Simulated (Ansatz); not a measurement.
**2H-CrSSe monolayer in a perpendicular field**

Aim: how the 2H-CrSSe monolayer screens a field along its normal, and what the field does to its bands. A positive field points along +c.

Main program and level: Ansatz 0.2.0; plane-wave DFT, PBE-D3(BJ), Ansatz PAW.

## 1. The structure

The cell holds 3 atoms: 1 Se, 1 Cr and 1 S. Its edges and angles: a = 3.125 Å, b = 3.125 Å, c = 37.248 Å, α = 90.0°, β = 90.0°, γ = 120.0°. Vacuum lies along c.

## 2. Relaxing the slab

The starting cell is a guess, so the in-plane lattice and the atoms are relaxed first, with the slab cut off from its images along the normal.

input.yaml

```yaml
crystal:
  lattice:
    - [3.125, 0.0, 0.0]
    - [-1.5625, 2.7063293868, 0.0]
    - [0.0, 0.0, 37.2484613474]
  atoms:
    - { symbol: Se, position: [0.3333333333, 0.6666666667, 0.4577370281] }
    - { symbol: Cr, position: [0.0, 0.0, 0.5030645829] }
    - { symbol: S, position: [0.3333333333, 0.6666666667, 0.5422629719] }
  periodic: [true, true, false]
kpoints:
  mp_grid: { grid: [12, 12, 1] }
hamiltonian:
  xc: pbe
  dispersion: d3bj
scf:
  occupations: { method: fermi_dirac, width: 0.05 }
  convergence: { dr2_threshold: 1.0e-09 }
relax:
  f_tol: 0.004
  max_steps: 90
  cell: {}
output:
  write_potential: true
  write_density: true
  volumetric_format: npy
```

Run with:

```
> ansatz run input.yaml --threads 2 --pin off --max-ram 3072MiB --backend cpu --events-out ev --progress --plain --runs-dir out
```

Numbers of over 12 decimals in the logs are rounded to 6 here.

Output:

```text
Warning: relax.cell: scf.convergence.dr2_threshold = 1e-9 eV is looser than the 1.73528729265e-10 eV advised for a relaxation that steers and ends on the stress (1e-10 eV for each atom of the cell: 3, times the square of relax.cell.stress_2d_tol = 0.05 N/m over 13.1 Å (the atoms' height at the walk's start and 5 Å past either face), 3.803e-2 GPa, over a crystal's default 0.05). What an SCF threshold leaves in a stress goes as its square root, and in the free energy as the threshold itself, and one threshold admits the most on a small cell: [figures from the program's tests cut] Set scf.convergence.dr2_threshold to 1.73528729265e-10 eV or tighter. [rest of the remark cut]
Engine: ansatz 0.2.0, x86_64-unknown-linux-gnu
Pseudopotentials: kind: paw
Pseudopotential: Se, paw, valence charge 16, recommended cutoff 420 eV (normal), Se.paw.azcp
Pseudopotential: Cr, paw, valence charge 14, recommended cutoff 420 eV (normal), Cr.paw.azcp
Pseudopotential: S, paw, valence charge 6, recommended cutoff 420 eV (normal), S.paw.azcp
Functional definition: PBE
  parameter kappa = 0.804
  parameter beta = 0.066725
  exchange = pbe_x(kappa = kappa, mu = beta*pi^2/3)
  correlation = pbe_c(beta = beta)
Crystal: 3 atoms, lattice volume = 315.021 Å³
Basis set: ecut = 420 eV, 6113 PW (Γ), exchange–correlation on 48×48×500 points (8 copies of the dense FFT grid, shifted against one another)
Bands: 22, of which v1, the nominal top of the filled ones, is band 18 counted from 1 (17 counted from 0)
Symmetry: 6 space group operations
Space group: P3m1 (ITA 156), of the structure as read, at distance tolerance 6.8e-5 Å
k-points: 19 of 144 (time reversal used)
Non-local potential: Se, projectors of the file, l = 0: 2, l = 1: 2, l = 2: 3, l = 3: 1
Non-local potential: Cr, projectors of the file, l = 0: 3, l = 1: 2, l = 2: 3, l = 3: 1
Non-local potential: S, projectors of the file, l = 0: 2, l = 1: 2, l = 2: 2
PAW form: soft (Blöchl's): semilocal exchange-correlation on the pseudo side does not see the compensation charge
PAW one-centre angular grid: Se, 590 points (default); XC on 64 Gauss nodes
PAW one-centre angular grid: Cr, 590 points (default); XC on 64 Gauss nodes
PAW one-centre angular grid: S, 110 points (default); XC on 64 Gauss nodes
Initial density: superposition of atomic densities (neutral atoms: chi_scale 0, normalization atom), corrected by the library's trained network
Initial wavefunctions: pseudopotential atomic-orbital guess
Functional: x = pbe(κ = 0.804, μ = 0.219515), c = pbe(β = 0.066725)
SCF iter   1: F=—  HF=-9751.406483 eV  |F-HF|=—  |Δ(HF+E_count)|=         —  Δρ=3.37e-3  dr2=2.01e-1  ethr=1.77e-3  ⟨swp⟩=13.6  Hψ=3209  notcnv=0
preconditioner: auto → Resta (q_TF=auto, 1.901 Å⁻¹)  ε∞=2.7  [insulator: Δε(μ)=0.917 eV  Ē_g=6.882 eV  σ=0.050 eV  W_gap=1.00  n_scr=22 (ndim 8)  ℏωp=8.9 eV  f_vac=0.808  D(μ)=0.00/eV (n_scr^D=0)  ε∞_Penn≈2.7  vacuum switching on, ρ_ref=3.4e-3 e/Å³]
SCF iter   2: F=—  HF=-9751.466290 eV  |F-HF|=—  |Δ(HF+E_count)|=   5.98e-2  Δρ=9.34e-3  dr2=1.07e0  ethr=5.59e-4  ⟨swp⟩=3.9  Hψ=892  notcnv=0  recentre
SCF iter   3: F=—  HF=-9751.395983 eV  |F-HF|=—  |Δ(HF+E_count)|=   7.03e-2  Δρ=2.36e-3  dr2=2.66e-2  ethr=5.59e-4  ⟨swp⟩=2.8  Hψ=687  notcnv=0
SCF iter   4: F=—  HF=-9751.394962 eV  |F-HF|=—  |Δ(HF+E_count)|=   1.02e-3  Δρ=9.96e-4  dr2=1.32e-3  ethr=7.39e-5  ⟨swp⟩=2.3  Hψ=780  notcnv=0
SCF iter   5: F=—  HF=-9751.396529 eV  |F-HF|=—  |Δ(HF+E_count)|=   1.57e-3  Δρ=3.34e-4  dr2=4.35e-4  ethr=3.67e-6  ⟨swp⟩=3.5  Hψ=867  notcnv=0
SCF iter   6: F=—  HF=-9751.396746 eV  |F-HF|=—  |Δ(HF+E_count)|=   2.17e-4  Δρ=1.01e-4  dr2=3.97e-5  ethr=1.21e-6  ⟨swp⟩=2.5  Hψ=553  notcnv=0
SCF iter   7: F=—  HF=-9751.396808 eV  |F-HF|=—  |Δ(HF+E_count)|=   6.13e-5  Δρ=2.12e-5  dr2=1.29e-6  ethr=1.10e-7  ⟨swp⟩=3.2  Hψ=816  notcnv=0
SCF iter   8: F=—  HF=-9751.396711 eV  |F-HF|=—  |Δ(HF+E_count)|=   9.67e-5  Δρ=2.56e-5  dr2=2.85e-6  ethr=3.59e-9  ⟨swp⟩=3.0  Hψ=920  notcnv=0
SCF iter   9: F=—  HF=-9751.396711 eV  |F-HF|=—  |Δ(HF+E_count)|=   3.57e-7  Δρ=5.48e-6  dr2=1.59e-7  ethr=3.59e-9  ⟨swp⟩=2.4  Hψ=769  notcnv=0
SCF iter  10: F=—  HF=-9751.396711 eV  |F-HF|=—  |Δ(HF+E_count)|=   4.63e-8  Δρ=2.50e-6  dr2=2.42e-8  ethr=4.40e-10  ⟨swp⟩=3.1  Hψ=871  notcnv=0
SCF iter  11: F=—  HF=-9751.396711 eV  |F-HF|=—  |Δ(HF+E_count)|=   2.09e-9  Δρ=7.75e-7  dr2=1.68e-8  ethr=6.73e-11  ⟨swp⟩=3.1  Hψ=900  notcnv=0
SCF iter  12: F=—  HF=-9751.396711 eV  |F-HF|=—  |Δ(HF+E_count)|=   4.76e-9  Δρ=5.15e-7  dr2=2.84e-9  ethr=4.67e-11  ⟨swp⟩=2.5  Hψ=567  notcnv=0
SCF iter  13: F=-9751.396711 eV  HF=-9751.396711 eV  |F-HF|=1.60e-9  |Δ(HF+E_count)|=   3.97e-9  Δρ=1.72e-7  dr2=1.77e-10  ethr=2.78e-12  ⟨swp⟩=11.5  Hψ=2743  notcnv=0
SCF 1 converged in 13 iterations: F = -9751.396711 eV  dr2 = 1.77e-10
  greatest PAW one-centre occupation: 1.000 electrons in one spin orbital (limit 2), on the Cr atom at site 1 (counted from 0), in its partial waves of l = 0
relax step   1: F+E_penalty+E_count = -9751.39671057 eV  Δ(F+E_penalty+E_count) = +0.000e0 eV  max|allowed force component| = 1.057e0 eV/Å  Δτ_max = 0.0000 Å  P = -2.903 N/m  Ω = 315.021 Å³  fix = [c, alpha, beta]  reactions: c +0.000 N/m  (13 SCF iters, accepted)
Crystal: 3 atoms, lattice volume = 314.136 Å³
Basis set: ecut = 420 eV, 6089 PW (Γ), exchange–correlation on 48×48×500 points (8 copies of the dense FFT grid, shifted against one another)
Initial density: handed on by an earlier stage of this run
Initial wavefunctions: those handed on with the density
iter 1 solved again at ethr=1.28e-4 eV; its pass at ethr=3.10e-3 eV (dr2=4.60e-2 eV) is discarded
SCF iter   1: F=—  HF=-9751.461752 eV  |F-HF|=—  |Δ(HF+E_count)|=         —  Δρ=3.40e-3  dr2=4.89e-2  ethr=1.28e-4  ⟨swp⟩=2.1  Hψ=3054  notcnv=0
preconditioner: auto → Resta (q_TF=auto, 1.901 Å⁻¹)  ε∞=2.6  [insulator: Δε(μ)=0.785 eV  Ē_g=7.071 eV  σ=0.050 eV  W_gap=1.00  n_scr=22 (ndim 8)  ℏωp=8.9 eV  f_vac=0.814  D(μ)=0.00/eV (n_scr^D=0)  ε∞_Penn≈2.6  vacuum switching on, ρ_ref=3.6e-3 e/Å³]
SCF iter   2: F=—  HF=-9751.483189 eV  |F-HF|=—  |Δ(HF+E_count)|=   2.14e-2  Δρ=8.30e-3  dr2=3.09e-1  ethr=1.28e-4  ⟨swp⟩=3.2  Hψ=868  notcnv=0  recentre
SCF iter   3: F=—  HF=-9751.457692 eV  |F-HF|=—  |Δ(HF+E_count)|=   2.55e-2  Δρ=1.89e-3  dr2=1.35e-2  ethr=1.28e-4  ⟨swp⟩=3.2  Hψ=884  notcnv=0
SCF iter   4: F=—  HF=-9751.456493 eV  |F-HF|=—  |Δ(HF+E_count)|=   1.20e-3  Δρ=7.42e-4  dr2=2.56e-3  ethr=3.74e-5  ⟨swp⟩=1.7  Hψ=553  notcnv=0
SCF iter   5: F=—  HF=-9751.456326 eV  |F-HF|=—  |Δ(HF+E_count)|=   1.67e-4  Δρ=2.29e-4  dr2=8.48e-5  ethr=7.10e-6  ⟨swp⟩=2.7  Hψ=832  notcnv=0
[...]
SCF iter   2: F=—  HF=-9751.465364 eV  |F-HF|=—  |Δ(HF+E_count)|=   9.30e-4  Δρ=2.08e-3  dr2=1.98e-2  ethr=1.09e-5  ⟨swp⟩=2.4  Hψ=729  notcnv=0  recentre
SCF iter   3: F=—  HF=-9751.463924 eV  |F-HF|=—  |Δ(HF+E_count)|=   1.44e-3  Δρ=6.80e-4  dr2=1.60e-3  ethr=1.09e-5  ⟨swp⟩=3.6  Hψ=938  notcnv=0
SCF iter   4: F=—  HF=-9751.463711 eV  |F-HF|=—  |Δ(HF+E_count)|=   2.13e-4  Δρ=1.80e-4  dr2=2.62e-4  ethr=4.44e-6  ⟨swp⟩=2.2  Hψ=574  notcnv=0
SCF iter   5: F=—  HF=-9751.463683 eV  |F-HF|=—  |Δ(HF+E_count)|=   2.80e-5  Δρ=9.86e-5  dr2=2.59e-5  ethr=7.27e-7  ⟨swp⟩=2.5  Hψ=624  notcnv=0
SCF iter   6: F=—  HF=-9751.463697 eV  |F-HF|=—  |Δ(HF+E_count)|=   1.39e-5  Δρ=4.20e-5  dr2=5.42e-6  ethr=7.20e-8  ⟨swp⟩=2.8  Hψ=778  notcnv=0
SCF iter   7: F=—  HF=-9751.463687 eV  |F-HF|=—  |Δ(HF+E_count)|=   9.31e-6  Δρ=6.24e-6  dr2=1.96e-7  ethr=1.51e-8  ⟨swp⟩=3.1  Hψ=782  notcnv=0
SCF iter   8: F=—  HF=-9751.463605 eV  |F-HF|=—  |Δ(HF+E_count)|=   8.22e-5  Δρ=2.71e-6  dr2=2.46e-8  ethr=5.43e-10  ⟨swp⟩=2.8  Hψ=724  notcnv=0
SCF iter   9: F=—  HF=-9751.463605 eV  |F-HF|=—  |Δ(HF+E_count)|=   4.89e-8  Δρ=1.23e-6  dr2=5.64e-9  ethr=6.84e-11  ⟨swp⟩=2.4  Hψ=666  notcnv=0
SCF iter  10: F=-9751.463605 eV  HF=-9751.463605 eV  |F-HF|=7.13e-10  |Δ(HF+E_count)|=   7.25e-9  Δρ=3.46e-7  dr2=4.79e-10  ethr=2.78e-12  ⟨swp⟩=9.7  Hψ=3280  notcnv=0
SCF 3 converged in 10 iterations: F = -9751.463605 eV  dr2 = 4.79e-10
relax step   3: F+E_penalty+E_count = -9751.46360518 eV  Δ(F+E_penalty+E_count) = -7.391e-3 eV  max|allowed force component| = 7.196e-2 eV/Å  Δτ_max = 0.0187 Å  P = -0.276 N/m  Ω = 309.638 Å³  energy of the carried Pulay correction = +1.293e-4 eV  fix = [c, alpha, beta]  reactions: c -0.000 N/m  (10 SCF iters, accepted)
[...]
relax step   4: F+E_penalty+E_count = -9751.46396123 eV  Δ(F+E_penalty+E_count) = -3.561e-4 eV  max|allowed force component| = 1.805e-2 eV/Å  Δτ_max = 0.0015 Å  P = -0.007 N/m  Ω = 308.652 Å³  energy of the carried Pulay correction = +1.532e-4 eV  fix = [c, alpha, beta]  reactions: c -0.000 N/m  (9 SCF iters, accepted)
[...]
relax step   5: F+E_penalty+E_count = -9751.46396877 eV  Δ(F+E_penalty+E_count) = -7.533e-6 eV  max|allowed force component| = 6.739e-4 eV/Å  Δτ_max = 0.0005 Å  P = -0.001 N/m  Ω = 308.652 Å³  energy of the carried Pulay correction = +1.532e-4 eV  fix = [c, alpha, beta]  reactions: c -0.000 N/m  (7 SCF iters, accepted)
Initial wavefunctions: pseudopotential atomic-orbital guess (no wavefunctions were taken with the density)
iter 1 solved again at ethr=2.36e-7 eV; its pass at ethr=3.10e-3 eV (dr2=8.50e-5 eV) is discarded
SCF iter   1: F=—  HF=-9751.463841 eV  |F-HF|=—  |Δ(HF+E_count)|=         —  Δρ=5.79e-6  dr2=1.88e-8  ethr=2.36e-7  ⟨swp⟩=5.5  Hψ=5019  notcnv=0
eigensolver tolerance schedule: the retry pair's looser diagonalisation over-reported the residual by 4509.06 of it (diagonalisation noise at 0.52 of the residual, at the tolerance the schedule requests for it); recorded, not acted on — ethr = c·dr2/N_el stays at c = 1.0e-1
preconditioner: auto → Resta (q_TF=auto, 1.907 Å⁻¹)  ε∞=2.6  [insulator: Δε(μ)=0.907 eV  Ē_g=7.147 eV  σ=0.050 eV  W_gap=1.00  n_scr=22 (ndim 8)  ℏωp=9.0 eV  f_vac=0.811  D(μ)=0.00/eV (n_scr^D=0)  ε∞_Penn≈2.6  vacuum switching on, ρ_ref=3.7e-3 e/Å³]
SCF iter   2: F=—  HF=-9751.463812 eV  |F-HF|=—  |Δ(HF+E_count)|=   2.90e-5  Δρ=3.54e-6  dr2=1.10e-8  ethr=5.23e-11  ⟨swp⟩=5.1  Hψ=1410  notcnv=0
SCF iter   3: F=—  HF=-9751.463812 eV  |F-HF|=—  |Δ(HF+E_count)|=   1.47e-8  Δρ=2.93e-6  dr2=3.31e-8  ethr=3.07e-11  ⟨swp⟩=3.2  Hψ=730  notcnv=0  recentre
SCF iter   4: F=—  HF=-9751.463812 eV  |F-HF|=—  |Δ(HF+E_count)|=  6.73e-11  Δρ=2.58e-6  dr2=2.72e-8  ethr=3.07e-11  ⟨swp⟩=2.5  Hψ=680  notcnv=0
SCF iter   5: F=—  HF=-9751.463812 eV  |F-HF|=—  |Δ(HF+E_count)|=  9.04e-10  Δρ=3.19e-7  dr2=1.02e-9  ethr=3.07e-11  ⟨swp⟩=2.8  Hψ=523  notcnv=0
SCF iter   6: F=-9751.463812 eV  HF=-9751.463812 eV  |F-HF|=1.33e-10  |Δ(HF+E_count)|=  7.46e-11  Δρ=2.09e-7  dr2=6.83e-11  ethr=2.78e-12  ⟨swp⟩=13.9  Hψ=3295  notcnv=0
SCF 6 converged in 6 iterations: F = -9751.463812 eV  dr2 = 6.83e-11
relax step   6: F+E_penalty+E_count = -9751.46381157 eV  Δ(F+E_penalty+E_count) = +1.572e-4 eV  max|allowed force component| = 6.599e-4 eV/Å  Δτ_max = 0.0000 Å  P = +0.000 N/m  Ω = 308.652 Å³  fix = [c, alpha, beta]  reactions: c +0.000 N/m  stress off target by 3.43e-4 N/m on what of the cell is left free  SCF on the basis re-selected at this cell (its energy is not comparable with the rows above)  (6 SCF iters)
basis re-selected at this cell: Δ(F+E_penalty+E_count) = +1.572e-4 eV, ΔP = +0.001 N/m vs the last step (what re-selecting the basis moved, of the pressure what is left beyond the Pulay correction that the steps carried, after the strain that the cell walked since its last selection, with what the two solves' SCF thresholds leave and, on support functions, any second-order correction that the steps lacked; it is no m [...]
WARN: The output density's exchange-correlation potential varies sharply where the density is thin. Do not read a vacuum level from v_tot or v_xc, or from such a field of the output density. On a cell that repeats whose density bears no net charge and no dipole along the vacuum's axis use v_es (v_loc + v_h of the components); under efield.dipole_correction with no amplitude use v_es + v_field, which holds any externa [...]
SCF converged after 6 iterations
Free energy (F): -9751.463812 eV
Harris-Foulkes:  -9751.463812 eV  (|F-HF|=1.33e-10)
Internal energy: -9751.463803 eV  (E = F + TS)
E sigma→0 (E₀):  -9751.463808 eV
Entropy (-TS):   -0.000008 eV (-0.003 meV/atom)
Fermi energy:    -5.063116 eV
--- Per-component energies (eV) ---
  E_band       = -1165.151892
  E_kinetic    = 571.005995
  E_local      = -115792.500474  (includes V_loc(G=0)·N_el)
  E_nonlocal   = -488.253713
  E_hartree    = 57467.794460
  E_xc         = -342.190909
  E_vxc        = -365.430962  (∫ρ·V_xc dr)
  E_paw        = -3706.637387  (= ΣΔE_a)
  E_vpaw       = -25.562203  (= ΣTr[D̂ρ^β])
  E_aug_tail   = -0.000209  (compensation charges beyond the density's cutoff)
  E_ewald      = 52540.196299
  E_disp       = -0.877867  (pairwise vdW)
  E_smearing   = -0.000008  (= −TS)
  E_closure    = -0.000000  (closes the sum)
  Σ components = -9751.463812   (vs F -9751.463812, Δ=0.00e0)
--- Forces (eV/Å), atoms counted from 1 ---
  atom   1  Se     0.00000000    -0.00000000     0.00037639
  atom   2  Cr     0.00000000     0.00000000    -0.00066058
  atom   3  S      0.00000000    -0.00000000     0.00028216
  max |Σ_I F_I| component: 2.03e-6 eV/Å
--- 2D stress c σ (N/m, compression-positive) ---
        0.000343      -0.000000      -0.000000
        0.000000       0.000343       0.000000
       -0.000000       0.000000       0.000000
  P = ½ c Tr σ = 0.0003 N/m
--- Band table (eV; the first three rows and the last of 19) ---
  k-point 0: bands = [... 14 lower, -7.4418, -6.4051, -6.4051, -5.5861, -2.7123, -2.7123, -2.2861, -2.2861]
  k-point 1: bands = [... 14 lower, -7.3986, -6.5117, -6.4733, -5.5981, -3.0030, -2.8326, -2.7302, -2.3995]
  k-point 2: bands = [... 14 lower, -7.3342, -6.7121, -6.7107, -5.7178, -3.7164, -3.3903, -3.0610, -2.3956]
  k-point 18: bands = [... 14 lower, -9.0313, -8.9530, -7.2438, -5.5323, -4.6253, -3.6479, -3.4281, -2.0206]
  the weakly bound empty levels are not read free of the cell's end (no_gap_told)
--- Relaxed structure (5 steps of the walk, 5 accepted, 1 SCFs on fresh bases) ---
  F+E_penalty+E_count = -9751.46381157 eV   max|allowed force component| = 6.599e-4 eV/Å   (the final SCF, on the basis selected at the relaxed cell)
  cell:  # Å, volume = 308.6515 Å³
    - [3.093248, -2.3501338127883376e-18, 0]
    - [-1.546624, 2.678831, 0]
    - [0, 0, 37.2484613474]
  atoms:
    - { symbol: Se, position: [0.333333, 0.666667, 0.459294] }
    - { symbol: Cr, position: [0, -3.700743415524894e-17, 0.502688] }
    - { symbol: S, position: [0.333333, 0.666667, 0.541082] }
```

Wall time 1.7 min (2 threads of Intel Xeon at 2.50GHz (Skylake/Cascade Lake), shared host); peak memory 0.6 GiB.

The steps of the relaxation:

```tsv
step	energy less that of the first step (eV)	largest force component (eV/Å)	volume (Å³)
1	0.0000	1.0568	315.02
2	-0.0595	0.2255	314.14
3	-0.0669	0.0720	309.64
4	-0.0673	0.0180	308.65
5	-0.0673	0.0007	308.65
6*	-0.0671	0.0007	308.65
```

Relaxation steps marked * repeat the geometry before them on a plane-wave basis chosen anew for their cell, so energy and pressure can jump there.

Forces are held to the 6 operations that the run works with; a distortion that breaks them can't arise in this run.

```tsv
cell as run	before	after	change
a (Å)	3.125	3.093	-1.0 %
b (Å)	3.125	3.093	-1.0 %
```

The atoms that moved most (Å, along periodic axes as changes of fractional coordinates times the final cell, across vacuum about the mean position):

```tsv
atom	dx	dy	dz	length
Se1	0.000	0.000	0.058	0.058
S3	0.000	0.000	-0.044	0.044
Cr2	0.000	0.000	-0.014	0.014
```

Final coordinates:

```xyz
3
Lattice="3.0932 0.0000 0.0000 -1.5466 2.6788 0.0000 0.0000 0.0000 37.2485" Properties=species:S:1:pos:R:3
Se    0.0000    1.7859   17.1080
Cr    0.0000    0.0000   18.7244
S     0.0000    1.7859   20.1545
```

The lattice constant a goes from 3.125 to 3.093 Å.

(Continued in part 2 of 2.)

[Logs are printed without paths, hosts, clocks, repeated set-up lines and the standing remarks that a program may print on its own settings, such as how far it seeks lower states.]

[Hosts, paths, dates, database ids (printed as entryN), source tags and the programs' standing remarks are cut or masked in the printed files.]

[Maps of the electrostatic potential energy from Ansatz leave out the sawtooth potential of an applied field or a dipole correction, so their vacuum need not be flat; planar profiles and work functions include it.]
